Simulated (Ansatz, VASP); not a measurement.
## W: VASP beside Ansatz

```
W
1.0
     0.00000    1.98856    1.98856
     1.98856    0.00000    1.98856
     1.98856    1.98856    0.00000
W
1
Cartesian
  0.0000 0.0000 0.0000
```

Change from the starting cell: volume scaled by 0.94.

Alike in both runs: task single point; functional PBEsol; k mesh 11 × 11 × 11; occupations fermi-dirac, width 0.05 eV; no spin polarisation.

```csv
,VASP,Ansatz
version,VASP 6.6.1,Ansatz 0.2.0
potentials or method,"VASP PAW PBE potentials, release 64 (W_sv)",Ansatz PAW
plane-wave cutoff (eV),520,420
valence electrons in the cell,14,14
```

VASP gave:

```
gap on the k mesh at the Fermi level (eV) : none
pressure (GPa)                            : 6.2
```

**Question.** What did Ansatz give for the same quantities?

**Answer.** gap on the k mesh at the Fermi level (eV): none; pressure (GPa): 5.5.

A gap of «none» marks a metal or a gap that the smearing closes.

Caveats: the PAW data sets were made with another functional, which shifts forces and pressure a little (VASP); the PAW data sets come from PBE, with cores solved anew for the run's functional, which leaves a small shift of forces and pressure (Ansatz). Spin-orbit coupling is left out, which matters for the levels of W.
